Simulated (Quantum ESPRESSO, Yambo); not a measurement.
Planning a run of Yambo 5.3.0 on NaCl (Fm-3m). The input:

```
optics
bss
bse
em1s
dipoles
rim_cut
RandQpts= 1000000
RandGvec= 1 RL
Chimod= "HARTREE"
BSKmod= "SEX"
BSEmod= "resonant"
BSSmod= "h"
BSENGexx= 30 Ry
BSENGBlk= 4 Ry
% BSEQptR
 1 | 1 |
%
% BSEBands
 6 | 13 |
%
% BEnRange
 0 | 11 | eV
%
% BDmRange
 0.1 | 0.1 | eV
%
BEnSteps= 111
% BLongDir
 1 | 0 | 0 |
%
% BndsRnXs
 1 | 33 |
%
NGsBlkXs= 4 Ry
% LongDrXs
 1 | 1 | 1 |
%
% KfnQP_E
 2.89 | 1.0 | 1.0 |
%
BSHayTrs= -0.02
```

The database entry behind the starting cell differs from later determinations by our own check (an axis about 0.4 % short against later determinations), so it need not match the best structure at ambient conditions.

```sh
OMP_NUM_THREADS=1 mpirun -n 4 yambo -F bse12.in -J bse12 -C bse12 > bse12.log
```

The stored states that it reads are on a 6×6×6 mesh. Symmetry: Fm-3m, No. 225, cubic system. Conventional cell: a = 5.620 Å, b = 5.620 Å, c = 5.620 Å, α = 90.00°, β = 90.00°, γ = 90.00°. Na has 6 Cl at 2.81 Å nearest. Nearest to Cl lie 6 Na at 2.81 Å. Farther neighbours and most contacts between anions are not listed.

Q: Estimate wall time and host memory on 4 MPI ranks of Arm Neoverse V1, shared host.

It took 68 s; on shared hardware allow 34 s to 2.3 min. Peak host memory was 1.2 GiB.

The kernel grows as the square of the matrix size, and full diagonalisation as its cube.

[Paths, hosts, dates, memory and timing lines, banners, echoed tables and standing remarks are left out of the program output.]

[Logs are printed without paths, hosts, clocks, repeated set-up lines and the standing remarks that a program may print on its own settings, such as how far it seeks lower states.]

[Runs of the session that timed out or met a known fault of the program may be left out.]

[Hosts, paths, dates, database ids (printed as entryN), source tags and the programs' standing remarks are cut or masked in the printed files.]
